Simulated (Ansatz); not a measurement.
# Sb (P-1) in Ansatz: single point with PBE

Aim: the single point of Sb with PBE.

All numbers are computed with Ansatz 0.2.0; they aren't measurements. Logs are shortened: lines on timing, memory, paths and dates and some standing lists are left out, and cuts for length are marked.

## Step 1: The cell of the first run

The typed cell holds 1 atom: a = 3.562 Å, b = 3.532 Å, c = 3.593 Å, α = 127.30°, β = 128.00°, γ = 77.19°.

This isn't the form of Sb at room conditions, which is rhombohedral.

## Step 2: Single point, PBE (strained by +2 %; cell sheared at random, sigma 0.01, atoms nudged by 0.01 Å)

The input, input.yaml:

```yaml
crystal:
  lattice:
    - [-1.59487188, 1.55125447, 2.7822200442]
    - [1.54721713, -1.56492539, 2.7620689854]
    - [1.61541683, 1.58547034, -2.7903263514]
  atoms:
    - { symbol: Sb, position: [0.0, 0.0, 0.0] }
hamiltonian:
  xc: pbe
  pseudopotentials: { kind: paw }
kpoints:
  mp_grid: { grid: [10, 10, 12] }
scf:
  occupations: { method: fermi_dirac, width: 0.05 }
output:
  forces: true
  stress: true
  eigenvalues: true
```

Potentials or basis: Ansatz PAW.

Launch:

```bash
> ansatz run input.yaml --threads 2 --pin off --max-ram 5632MiB --backend cpu --events-out ev --progress --plain --runs-dir out
```

Output:

```text
Warning: RAYON_NUM_THREADS=2 ignored (pool sized by the plan → 2); use --threads N
Engine: ansatz 0.2.0, x86_64-unknown-linux-gnu
Pseudopotentials: kind: paw
Pseudopotential: Sb, paw, valence charge 15, recommended cutoff 420 eV (normal), Sb.paw.azcp
Functional definition: PBE
  parameter kappa = 0.804
  parameter beta = 0.06672455060314922
  exchange = pbe_x(kappa = kappa, mu = beta*pi^2/3)
  correlation = pbe_c(beta = beta)
Crystal: 1 atoms, lattice volume = 27.497 Å³
Basis set: ecut = 420 eV, 535 PW (Γ), exchange–correlation on 48×48×50 points (8 copies of the dense FFT grid, shifted against one another)
Bands: 12, of which v1, the nominal top of the filled ones, is band 8 counted from 1 (7 counted from 0)
Symmetry: 2 space group operations
Space group: P-1 (ITA 2), of the structure as read, at distance tolerance 3.0e-5 Å
k-points: 604 of 1200
Non-local potential: Sb, projectors of the file, l = 0: 2, l = 1: 2, l = 2: 2, l = 3: 2
PAW form: soft (Blöchl's): semilocal exchange-correlation on the pseudo side does not see the compensation charge
PAW one-centre angular grid: Sb, 590 points (default); XC on 64 Gauss nodes
Initial density: superposition of atomic densities (neutral atoms: chi_scale 0, normalization atom), corrected by the library's trained network
Initial wavefunctions: pseudopotential atomic-orbital guess
Functional: x = pbe(κ = 0.804, μ = 0.2195149727645171), c = pbe(β = 0.06672455060314922)
SCF iter   1: F=—  HF=-6484.192100 eV  |F-HF|=—  |Δ(HF+E_count)|=         —  Δρ=1.10e-3  dr2=3.84e-4  ethr=1.77e-3  ⟨swp⟩=5.8  Hψ=43015  notcnv=0
preconditioner: auto → Kerker (q_TF=auto, 2.466 Å⁻¹)  [metal: Δε(μ)=0.004 eV  Ē_g=12.402 eV  σ=0.050 eV  W_gap=0.02  n_scr=10 (ndim 8)  ℏωp=15.8 eV  f_vac=0.000  D(μ)=0.68/eV (n_scr^D=0)]
SCF iter   2: F=—  HF=-6484.191461 eV  |F-HF|=—  |Δ(HF+E_count)|=   6.39e-4  Δρ=7.55e-4  dr2=1.88e-4  ethr=2.56e-6  ⟨swp⟩=2.0  Hψ=16290  notcnv=0
SCF iter   3: F=—  HF=-6484.191452 eV  |F-HF|=—  |Δ(HF+E_count)|=   8.68e-6  Δρ=3.58e-4  dr2=4.73e-5  ethr=1.25e-6  ⟨swp⟩=2.0  Hψ=9930  notcnv=0
SCF iter   4: F=—  HF=-6484.191450 eV  |F-HF|=—  |Δ(HF+E_count)|=   1.76e-6  Δρ=1.13e-4  dr2=2.09e-6  ethr=3.15e-7  ⟨swp⟩=2.0  Hψ=8608  notcnv=0
iter 5 did not close the SCF: its close was put off for the readings that it lacked (scf_convergence_deferred on its scf_iter line)
SCF iter   5: F=-6484.191449 eV  HF=-6484.191449 eV  |F-HF|=2.07e-8  |Δ(HF+E_count)|=   1.25e-6  Δρ=1.64e-5  dr2=8.35e-8  ethr=1.40e-8  ⟨swp⟩=2.0  Hψ=11634  notcnv=0
SCF iter   6: F=-6484.191449 eV  HF=-6484.191449 eV  |F-HF|=1.45e-10  |Δ(HF+E_count)|=  6.18e-10  Δρ=2.57e-6  dr2=2.33e-9  ethr=5.57e-10  ⟨swp⟩=4.1  Hψ=33143  notcnv=0
SCF 1 converged in 6 iterations: F = -6484.191449 eV  dr2 = 2.33e-9
SCF converged after 6 iterations
Free energy (F): -6484.191449 eV
Harris-Foulkes:  -6484.191449 eV  (|F-HF|=1.45e-10)
Internal energy: -6484.185851 eV  (E = F + TS)
E sigma→0 (E₀):  -6484.188650 eV
Entropy (-TS):   -0.005598 eV (-5.598 meV/atom)
Fermi energy:    11.334055 eV
--- Per-component energies (eV) ---
  E_band       = -149.091370
  E_kinetic    = 206.477750
  E_local      = -1456.347965  (includes V_loc(G=0)·N_el)
  E_nonlocal   = 361.494339
  E_hartree    = 664.188323
  E_xc         = -138.466669
  E_vxc        = -96.254863  (∫ρ·V_xc dr)
  E_paw        = -4574.466795  (= ΣΔE_a)
  E_vpaw       = -492.836131  (= ΣTr[D̂ρ^β])
  E_aug_tail   = -0.000002  (compensation charges beyond the density's cutoff)
  E_ewald      = -1547.064832
  E_smearing   = -0.005598  (= −TS)
  E_closure    = -0.000000  (closes the sum)
  Σ components = -6484.191449   (vs F -6484.191449, Δ=0.00e0)
--- Forces (eV/Å), atoms counted from 1 ---
  atom   1  Sb     0.00000000     0.00000000     0.00000000
  max |Σ_I F_I| component: 0.00e0 eV/Å
--- Stress (GPa, compression-positive) ---
        0.779523       0.812571      -0.176751
        0.812571       1.908838      -0.434383
       -0.176751      -0.434383      -0.053965
  P = ⅓ Tr σ = 0.8781 GPa (8.781 kbar)
--- Band table (eV; the first three rows and the last of 604) ---
  k-point 0: bands = ["-18.0198", "-17.9855", "-17.9420", "-17.9398", "-17.8819", "-1.4590", "15.6295", "16.5705", "16.8000", "21.0944", "21.7821", "22.0210"]
  k-point 1: bands = ["-18.0066", "-17.9805", "-17.9447", "-17.9395", "-17.8867", "-1.2521", "15.3290", "15.6237", "15.9483", "20.3414", "21.4963", "21.9166"]
  k-point 2: bands = ["-17.9710", "-17.9665", "-17.9537", "-17.9372", "-17.8998", "-0.6333", "13.9052", "14.3229", "14.6190", "18.7302", "21.2948", "21.6736"]
  k-point 603: bands = ["-18.0351", "-17.9915", "-17.8995", "-17.8964", "-17.8720", "1.9270", "5.7526", "13.5268", "13.7661", "17.4678", "17.7728", "31.7862"]
```

Run time: 4.9 s. Hardware: 2 threads of Intel Xeon at 2.70GHz, shared host; peak memory 0.48 GiB.

Results:

```
Free energy            : -6484.1914 eV
Pressure               : 0.9 GPa
Band gap on the k mesh : none (metal or under the smearing width)
```

Stress tensor (GPa, compression positive):
```
 0.78  0.81 -0.18
 0.81  1.91 -0.43
-0.18 -0.43 -0.05
```

Levels at points of the mesh, in eV from the Fermi level:
| k point | band 4 | band 5 | band 6 | band 7 | band 8 | band 9 | band 10 | band 11 | band 12 |
| --- | --- | --- | --- | --- | --- | --- | --- | --- | --- |
| (0.00, 0.00, 0.00) | -29.27 | -29.22 | -12.79 | 4.30 | 5.24 | 5.47 | 9.76 | 10.45 | 10.69 |
| (0.00, 0.00, -0.50) | -29.24 | -29.15 | -6.62 | -4.30 | -1.06 | 0.78 | 3.52 | 4.54 | 14.81 |
| (0.00, -0.50, 0.00) | -29.23 | -29.21 | -9.01 | -5.64 | 1.34 | 5.47 | 5.72 | 10.62 | 10.68 |
| (0.00, -0.50, -0.50) | -29.24 | -29.20 | -9.03 | -5.67 | 1.61 | 5.43 | 6.02 | 10.52 | 10.74 |
| (-0.50, 0.00, 0.00) | -29.24 | -29.20 | -8.98 | -5.65 | 1.50 | 5.36 | 5.91 | 10.52 | 10.55 |
| (-0.50, 0.00, -0.50) | -29.23 | -29.21 | -9.19 | -5.69 | 1.72 | 5.63 | 6.12 | 10.68 | 10.92 |
| (-0.50, -0.50, 0.00) | -29.24 | -29.15 | -6.49 | -4.16 | -1.21 | 0.58 | 3.37 | 4.40 | 15.10 |
| (-0.50, -0.50, -0.50) | -29.23 | -29.21 | -9.41 | -5.58 | 2.19 | 2.43 | 6.13 | 6.44 | 20.45 |
